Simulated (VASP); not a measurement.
Input of a VASP 6.6.1 run:

The input INCAR:

```
PREC = Accurate ; ENCUT = 520
EDIFF = 1E-7 ; ISMEAR = 0
SIGMA = 0.02 ; LREAL = False
LASPH = True ; NELM = 120
ALGO = Fast ; ISIF = 2
LWAVE = False ; LCHARG = False
ISPIN = 2 ; MAGMOM = 2 0
LORBIT = 11 ; LMAXMIX = 4
GGA = PE ; NBANDS = 19
```

KPOINTS

```
regular mesh
0
Gamma
  9 9 9
```

Contents of POSCAR:

```
NiO
1.0
    1.4381403700      0.8303107300      2.3308059600
   -1.4381403700      0.8303107300      2.3308059600
    0.0000000000     -1.6606214600      2.3308059600
Ni O
1 1
Direct
    1.0000000000      0.0000000000      0.0000000000
    0.5000000000      0.5000000000      0.5000000000
```

Potentials or basis: VASP PAW PBE potentials, release 64 (Ni, O).

The run is started by

```sh
$ cat potpaw_PBE.64/Ni/POTCAR potpaw_PBE.64/O/POTCAR > POTCAR
$ mpirun -np 1 vasp_std > vasp.out
```

Estimate the band gap on the k mesh.

none (metal or under the smearing width).

Predict the net moment.

1.26 μB per cell.

Stress tensor (GPa, compression positive):
```
22.43  0.00  0.00
 0.00 22.43  0.00
 0.00  0.00 23.07
```

Caveat: so large a pressure means that the cell lies far from this level's equilibrium, or that cutoff or potentials fall short; a cell with one magnetic atom can't hold antiferromagnetic order, which such compounds often take; semilocal functionals often make such compounds metallic where correlation or magnetic order opens a gap, which also shifts bond lengths. With open d or f shells a metallic result of PBE can be an artefact of self-interaction; +U or a hybrid may open a gap.
